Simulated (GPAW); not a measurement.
# TiB2 (P6/mmm) in GPAW: a series of runs

Runs on TiB2. Level: PBE. Tasks: single point.

Everything below comes from runs of GPAW 26.7.0. Logs are shortened: lines on timing, memory, paths and dates and some standing lists are left out, and cuts for length are marked. The log counts tension as positive stress, the text compression.

### Step 1. The crystal as given

Symmetry: P6/mmm, No. 191, hexagonal system. Conventional cell: a = 3.029 Å, b = 3.029 Å, c = 3.228 Å, α = 90.00°, β = 90.00°, γ = 120.00°. Around Ti (site symmetry 6/mmm) lie 12 B at 2.38 Å. Around B (site symmetry -6m2) lie 3 B at 1.75 Å.

### Step 2. Single point, PBE

File run.py:

```python
from ase.dft.bandgap import bandgap
from ase.io import read, write
from ase.units import GPa
from gpaw import GPAW, PW

atoms = read('TiB2.cif')

calc = GPAW(mode=PW(600),
            xc='PBE',
            kpts={'size': (8, 8, 7), 'gamma': True},
            occupations={'name': 'fermi-dirac', 'width': 0.05},
            nbands=20,
            maxiter=120,
            txt='gpaw.txt')
atoms.calc = calc
energy = atoms.get_potential_energy()
forces = atoms.get_forces()
stress = atoms.get_stress()
calc.write('gs.gpw')
write('result.traj', atoms)
print(f'Energy: {energy:.6f} eV')
print('Forces (eV/A):')
print(forces.round(4))
print('Stress (GPa):', (stress / GPa).round(3))
print('Fermi level:', round(calc.get_fermi_level(), 4), 'eV')
print(f'Gap: {bandgap(calc)[0]:.4f} eV, direct: {bandgap(calc, direct=True)[0]:.4f} eV')
```

File TiB2.cif:

```cif
data_TiB2
_cell_length_a 3.02920000
_cell_length_b 3.02920000
_cell_length_c 3.22840000
_cell_angle_alpha 90.00000000
_cell_angle_beta 90.00000000
_cell_angle_gamma 120.00000000
_space_group_name_H-M_alt 'P6/mmm'
_space_group_name_Hall '-P 6 2'
_space_group_IT_number 191
loop_
_space_group_symop_operation_xyz
'x,y,z'
'-x,-y,-z'
'x-y,x,z'
'-x+y,-x,-z'
'-y,x-y,z'
'y,-x+y,-z'
'-x,-y,z'
'x,y,-z'
'-x+y,-x,z'
'x-y,x,-z'
'y,-x+y,z'
'-y,x-y,-z'
'-y,-x,-z'
'y,x,z'
'-x,-x+y,-z'
'x,x-y,z'
'-x+y,y,-z'
'x-y,-y,z'
'y,x,-z'
'-y,-x,z'
'x,x-y,-z'
'-x,-x+y,z'
'x-y,-y,-z'
'-x+y,y,z'
loop_
_atom_site_label
_atom_site_type_symbol
_atom_site_symmetry_multiplicity
_atom_site_Wyckoff_symbol
_atom_site_fract_x
_atom_site_fract_y
_atom_site_fract_z
_atom_site_occupancy
Ti1 Ti 1 a 0.0000000000 0.0000000000 0.0000000000 1
B1 B 2 d 0.6666666667 0.3333333333 0.5000000000 1
```

Potentials or basis: GPAW PAW data sets (gpaw-data 1.2.1), pw.

The run is started by

```sh
$ OMP_NUM_THREADS=1 python run.py
```

gpaw.txt:

```text
__  _  _
 | _ |_)|_||  |
 |__||  | ||/\| - 26.7.0

Input parameters:
  mode=PW(ecut=600.0),
  kpts=MonkhorstPack(size=(8, 8, 7), gamma=True),
  maxiter=120,
  nbands=20,
  occupations=Occupations(name='fermi-dirac', width=0.05),
  xc=XC(name='PBE')

Diagonalizing LCAO Hamiltonian
Converting LCAO to pw mode

         B  B

       Ti

Atoms  # Å, Bohr magnetons
|   | symbol |         x |        y |        z |    initial magnetic moments |
|---|--------|-----------|----------|----------|-----------------------------|
| 0 |     Ti |  0.000000 | 0.000000 | 0.000000 | ( 0.0000,  0.0000,  0.0000) |
| 1 |      B |  1.514600 | 0.874455 | 1.614200 | ( 0.0000,  0.0000,  0.0000) |
| 2 |      B | -0.000000 | 1.748909 | 1.614200 | ( 0.0000,  0.0000,  0.0000) |

Unit cell  # Å
| periodic |         x |        y |        z |  lengths |     angles |
|----------|-----------|----------|----------|----------|------------|
|      yes |  3.029200 | 0.000000 | 0.000000 | 3.029200 |  90.000000 |
|      yes | -1.514600 | 2.623364 | 0.000000 | 3.029200 |  90.000000 |
|      yes |  0.000000 | 0.000000 | 3.228400 | 3.228400 | 120.000000 |

Number of symmetries: 24
Symmetry operations  # r_c * U_cc + t_c -> r_c
|    | kind |            matrix            |
|----|------|------------------------------|
|  0 |  σ   |  1, 1, 0,  0,-1, 0,  0, 0, 1 |
|  1 |  C2  |  1, 1, 0,  0,-1, 0,  0, 0,-1 |
|  2 |  C6  |  1, 1, 0, -1, 0, 0,  0, 0, 1 |
|  3 |  S6  |  1, 1, 0, -1, 0, 0,  0, 0,-1 |
|  4 |  E   |  1, 0, 0,  0, 1, 0,  0, 0, 1 |
|  5 |  σ   |  1, 0, 0,  0, 1, 0,  0, 0,-1 |
|  6 |  σ   |  1, 0, 0, -1,-1, 0,  0, 0, 1 |
|  7 |  C2  |  1, 0, 0, -1,-1, 0,  0, 0,-1 |
|  8 |  σ   |  0, 1, 0,  1, 0, 0,  0, 0, 1 |
|  9 |  C2  |  0, 1, 0,  1, 0, 0,  0, 0,-1 |
| 10 |  C3  |  0, 1, 0, -1,-1, 0,  0, 0, 1 |
| 11 |  S3  |  0, 1, 0, -1,-1, 0,  0, 0,-1 |
| 12 |  C6  |  0,-1, 0,  1, 1, 0,  0, 0, 1 |
| 13 |  S6  |  0,-1, 0,  1, 1, 0,  0, 0,-1 |
| 14 |  σ   |  0,-1, 0, -1, 0, 0,  0, 0, 1 |
| 15 |  C2  |  0,-1, 0, -1, 0, 0,  0, 0,-1 |
| 16 |  σ   | -1, 0, 0,  1, 1, 0,  0, 0, 1 |
| 17 |  C2  | -1, 0, 0,  1, 1, 0,  0, 0,-1 |
| 18 |  C2  | -1, 0, 0,  0,-1, 0,  0, 0, 1 |
| 19 |  i   | -1, 0, 0,  0,-1, 0,  0, 0,-1 |
| 20 |  C3  | -1,-1, 0,  1, 0, 0,  0, 0, 1 |
| 21 |  S3  | -1,-1, 0,  1, 0, 0,  0, 0,-1 |
| 22 |  σ   | -1,-1, 0,  0, 1, 0,  0, 0, 1 |
| 23 |  C2  | -1,-1, 0,  0, 1, 0,  0, 0,-1 |

BZ-sampling:
  Number of BZ points: 448
  Number of IBZ points: 40

  Monkhorst-Pack size: [8, 8, 7]
  Monkhorst-Pack shift: [0.0625, 0.0625, 0.0]

K-points  # in reciprocal-cell coordinates
|     |                                coordinates |     weight |
|-----|--------------------------------------------|------------|
|   0 | (  0.00000000,   0.00000000,   0.00000000) | 0.00223214 |
|   1 | (  0.00000000,   0.00000000,   0.14285714) | 0.00446429 |
|   2 | (  0.00000000,   0.00000000,   0.28571429) | 0.00446429 |
|   3 | (  0.00000000,   0.00000000,   0.42857143) | 0.00446429 |
|   4 | (  0.12500000,   0.00000000,   0.00000000) | 0.01339286 |
|   5 | (  0.12500000,   0.00000000,   0.14285714) | 0.02678571 |
|   6 | (  0.12500000,   0.00000000,   0.28571429) | 0.02678571 |
|   7 | (  0.12500000,   0.00000000,   0.42857143) | 0.02678571 |
|   8 | (  0.25000000,  -0.12500000,   0.00000000) | 0.01339286 |
|   9 | (  0.25000000,  -0.12500000,   0.14285714) | 0.02678571 |
| ... |                                            |            |
|  39 | (  0.50000000,   0.50000000,   0.42857143) | 0.01339286 |

Plane wave coefficients: 869
Cutoff: 600.0 eV

Spin-components: 1 (collinear spins)
Bands:           20
Projectors:      16
Spin-degeneracy: 2
Datatype:        complex128

Parallelization:
  kpt:    1
  domain: 1
  band:   1

Density:
  Valence electrons: 18.0
  Components: 1
  Grid points: [18 18 20]
  Charge: 0.0  # |e|

Potential:
  Grid points: [18 18 20]

species:
  Ti:
    name:    Titanium
    Z:       22.0
    valence: 12
    core:    10
    charge:  0.0  # [|e|]
    compensation charges:
      type: gauss
      rc: 0.38  # [Å]
      lmax: 2
    cutoffs:
      filter: 2.23  # [Å]
      core: 1.02  # [Å]
    projectors
    | kind |    occ | energy [eV] | rcut [Å] |
    |------|--------|-------------|----------|
    |   3s |  2.000 |     -62.623 |    1.270 |
    |   4s |  2.000 |      -4.466 |    1.270 |
    |   3p |  6.000 |     -38.862 |    1.058 |
    |   4p |  0.000 |      -1.466 |    1.058 |
    |   3d |  2.000 |      -4.258 |    1.058 |
    |    d |        |      22.953 |    1.058 |

    Using partial waves for Ti as LCAO basis

  B:
    name:    Boron
    Z:       5.0
    valence: 3
    core:    2
    charge:  0.0  # [|e|]
    compensation charges:
      type: gauss
      rc: 0.20  # [Å]
      lmax: 2
    cutoffs:
      filter: 1.14  # [Å]
      core: 1.38  # [Å]
    projectors
    | kind |    occ | energy [eV] | rcut [Å] |
    |------|--------|-------------|----------|
    |   2s |  2.000 |      -9.443 |    0.635 |
    |   2p |  1.000 |      -3.606 |    0.635 |
    |    s |        |      17.768 |    0.635 |
    |    p |        |      23.605 |    0.635 |
    |    d |        |       0.000 |    0.635 |

    Using partial waves for B as LCAO basis

Reference energy: -24562.993416  # eV

eigensolver:
  PPCG
  Converge bands: occupied
  niter=2

density mixing:
  MSR1-Mixer
  Pratt-step length: 0.05
  Maximum mixing coefficient: 0.75
  Old densities: 10
  SVD Regularization: 0.005
  Good broyden scale: 1.0
  Trust region scale: 1.0
  Backstep threshold: 4.0
  History deletion threshold: 6.0
  Fourier metric: weight=20.0, sigma=0.015

occupation numbers:
  Fermi-Dirac:
    width: 0.0500  # eV

poisson solver:
  ecut: 4800.0  # eV

xc functional:
  name: PBE with 2 nearest neighbor stencil

convergence criteria:
- Maximum [total energy] change in last 3 cyles: 0.0005 eV / valence electron
- Maximum integral of absolute [dens]ity change: 0.0001 electrons / valence electron
- Maximum integral of absolute [eigenst]ate change: 4e-08 eV^2 / valence electron
maximum number of iterations: 120

SCF iterations
|iter     | |      energy | eigst |  dens |
|---------|-|-------------|-------|-------|
|iter:   1| |  -25.018339 | +0.15 |       |
|iter:   2| |  -24.455974 | -2.47 | -0.93 |
|iter:   3| |  -23.245279 | -1.29 | -1.00 |
|iter:   4| |  -23.230767 | -2.65 | -1.72 |
|iter:   5| |  -23.238338 | -3.22 | -1.99 |
|iter:   6| |  -23.238282c| -4.12 | -2.56 |
|iter:   7| |  -23.238277c| -5.42 | -3.16 |
|iter:   8| |  -23.238277c| -7.23 | -4.10c|
|iter:   9| |  -23.238278c| -8.59c| -4.73c|

Converged in 9 steps
Energy contributions relative to reference atoms: (reference = -24562.993416)

Energy contributions:
  Kinetic:          20.718606
  Coulomb:         -18.828241
  Zero:              0.042123
  External:          0.000000
  Xc:              -25.170472
  Entropy:          -0.000587
  Spinorbit:         0.000000
  ----------------------------
  Free energy:     -23.238571
  Extrapolated:    -23.238278

dipole moment: (-4.821335, -8.350797, -10.276772)  # |e|*Ang

Fermi level: 11.532
Eigenvalues  # (at kpt = [0.000, 0.000, 0.000])
| band index |      eig [eV] | occ [0-2] |
|------------|---------------|-----------|
|          0 |       -45.456 |     2.000 |
|          1 |       -21.826 |     2.000 |
|          2 |       -21.505 |     2.000 |
|          3 |       -21.505 |     2.000 |
|          4 |        -2.034 |     2.000 |
|          5 |         8.867 |     2.000 |
[... 9 lines left out ...]
|         15 |        18.390 |     0.000 |
|         16 |        20.591 |     0.000 |
|        ... |               |           |
|         19 |        35.445 |     0.000 |

No gap
No difference between direct/indirect transitions

Forces  # eV/Ang
|        x |        y |       z |
|----------|----------|---------|
|  0.00000 | -0.00000 | 0.00000 |  # Ti   0
|  0.00000 | -0.00000 | 0.00000 |  # B    1
| -0.00000 |  0.00000 | 0.00000 |  # B    2

Stress tensor  # eV/Ang^3
|         x |         y |        z |
|-----------|-----------|----------|
| -0.005150 |  0.000000 | 0.000000 |
|  0.000000 | -0.005150 | 0.000000 |
|  0.000000 |  0.000000 | 0.005216 |

# Writing to gs.gpw (mode='')
```

Wall time 29 s (1 thread of Intel Xeon Platinum 8375C at 2.90GHz (Ice Lake), shared host); peak memory 0.16 GiB.

What came out:

```
Free energy            : -23.2386 eV
Pressure               : 0.3 GPa
Band gap on the k mesh : none (metal or under the smearing width)
```

Caveat: the cutoff is short for stress and forces, so pressures can be off by a GPa or more.

### Step 3. Single point, PBE

run.py, as its differences from that of step 2:

```diff
@@ -5,5 +5,5 @@
 
-atoms = read('TiB2.cif')
+atoms = read('POSCAR')
 
-calc = GPAW(mode=PW(600),
+calc = GPAW(mode=PW(650),
             xc='PBE',
```

File POSCAR:

```
TiB2
1.0
    3.0292000000      0.0000000000      0.0000000000
   -1.5146000000      2.6233641531      0.0000000000
    0.0000000000      0.0000000000      3.2284000000
Ti B
1 2
Direct
    0.0000000000      0.0000000000      0.0000000000
    0.6666666667      0.3333333333      0.5000000000
    0.3333333333      0.6666666667      0.5000000000
```

Potentials or basis: GPAW PAW data sets (gpaw-data 1.2.1), pw.

The run is started by

```sh
$ OMP_NUM_THREADS=1 python run.py
```

Wall time 39 s (1 thread of AMD EPYC (Zen 3), shared host); peak memory 0.15 GiB.

It converged, with:

```
Free energy            : -23.2547 eV
Pressure               : 0.2 GPa
Band gap on the k mesh : none (metal or under the smearing width)
```

Stress tensor (GPa, compression positive):
```
 0.77  0.00  0.00
 0.00  0.77  0.00
 0.00  0.00 -0.88
```

Levels at points of the mesh, in eV from the Fermi level:
| k point | band 5 | band 6 | band 7 | band 8 | band 9 | band 10 | band 11 | band 12 | band 13 | band 14 |
| --- | --- | --- | --- | --- | --- | --- | --- | --- | --- | --- |
| (0.00, 0.00, 0.00) | -13.57 | -2.66 | -2.66 | -2.40 | -2.17 | 1.84 | 1.84 | 3.60 | 3.60 | 5.70 |
| (0.50, 0.50, 0.00) | -9.43 | -9.30 | -3.34 | -3.28 | -2.32 | 1.29 | 2.70 | 3.17 | 3.29 | 7.37 |

Caveat: the cutoff is short for stress and forces, so pressures can be off by a GPa or more.

### Step 4. Single point, PBE

run.py, as its differences from that of step 3:

```diff
@@ -5,5 +5,5 @@
 
-atoms = read('POSCAR')
+atoms = read('TiB2.xyz')
 
-calc = GPAW(mode=PW(650),
+calc = GPAW(mode=PW(550),
             xc='PBE',
```

File TiB2.xyz:

```xyz
3
Lattice="3.0292000000 0.0000000000 0.0000000000 -1.5146000000 2.6233641531 0.0000000000 0.0000000000 0.0000000000 3.2284000000" Properties=species:S:1:pos:R:3 pbc="T T T"
Ti     0.0000000000      0.0000000000      0.0000000000
B      1.5146000002      0.8744547176      1.6142000000
B     -0.0000000002      1.7489094355      1.6142000000
```

The run is started by

```sh
$ OMP_NUM_THREADS=1 python run.py
```

Wall time 12 s (1 thread of Arm Neoverse V2, shared host); peak memory 0.15 GiB.

The run converged, but some of its settings lie outside the range that counts as converged, so its numbers aren't taken as properties of the crystal.

What came out:

| Property | Result |
| --- | --- |
| Free energy | -23.2236 eV |
| Pressure | 0.5 GPa |
| Band gap on the k mesh | none (metal or under the smearing width) |

Caveat: the cutoff is short for stress and forces, so pressures can be off by a GPa or more.
